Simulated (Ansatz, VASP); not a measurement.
## TiPt3 in VASP and in Ansatz

Contents of INCAR:

```
SYSTEM = TiPt3
ALGO = Fast
EDIFF = 1E-7
ENCUT = 520
GGA = CA
ISIF = 2
ISMEAR = -1
LASPH = .TRUE.
LCHARG = .TRUE.
LELF = .TRUE.
LREAL = .FALSE.
LVHAR = .TRUE.
LWAVE = .FALSE.
NBANDS = 29
NELM = 80
PREC = Accurate
SIGMA = 0.05
```

File KPOINTS:

```
k-points
0
G
  7 7 7
  0 0 0
```

POSCAR

```
TiPt3
1.0
    3.9228086992      0.0000000000      0.0000000000
    0.0000000000      3.9228086992      0.0000000000
    0.0000000000      0.0000000000      3.9228086992
Pt Ti
3 1
Direct
    0.5000000000      0.5000000000      0.0000000000
    0.5000000000      0.0000000000      0.5000000000
    0.0000000000      0.5000000000      0.5000000000
    0.0000000000      0.0000000000      0.0000000000
```

The input input.yaml:

```yaml
crystal:
  lattice:
    - [3.9228086992, 0.0, 0.0]
    - [0.0, 3.9228086992, 0.0]
    - [0.0, 0.0, 3.9228086992]
  atoms:
    - { symbol: Pt, position: [0.5, 0.5, 0.0] }
    - { symbol: Pt, position: [0.5, 0.0, 0.5] }
    - { symbol: Pt, position: [0.0, 0.5, 0.5] }
    - { symbol: Ti, position: [0.0, 0.0, 0.0] }
kpoints:
  mp_grid: { grid: [7, 7, 7] }
scf:
  occupations: { method: fermi_dirac, width: 0.05 }
hamiltonian:
  xc: lda
  pseudopotentials: { kind: all_electron, lapw: { basis_error: 0.002 } }
output:
  forces: true
  stress: true
  eigenvalues: true
```

Change from the starting cell: volume scaled by 1.02.

Alike in both runs: task single point; functional LDA; k mesh 7 × 7 × 7; occupations fermi-dirac, width 0.05 eV; no spin polarisation.

```csv
,VASP,Ansatz
version,VASP 6.6.1,Ansatz 0.2.0
potentials or method,"VASP PAW LDA potentials, release 64 (Pt, Ti_sv)","all-electron LAPW, scalar-relativistic"
plane-wave cutoff (eV),520,see its input
```

Ansatz gave:

* gap on the k mesh at the Fermi level (eV): none
* pressure (GPa): -9.9

Q: Estimate VASP's values.

A: gap on the k mesh at the Fermi level (eV): none; pressure (GPa): -9.2.

A gap of «none» marks a metal or a gap that the smearing closes. Ansatz ran all-electron here, so the differences hold the error of VASP's frozen core and of both bases.

Spin-orbit coupling is left out, which matters for the levels of Pt.
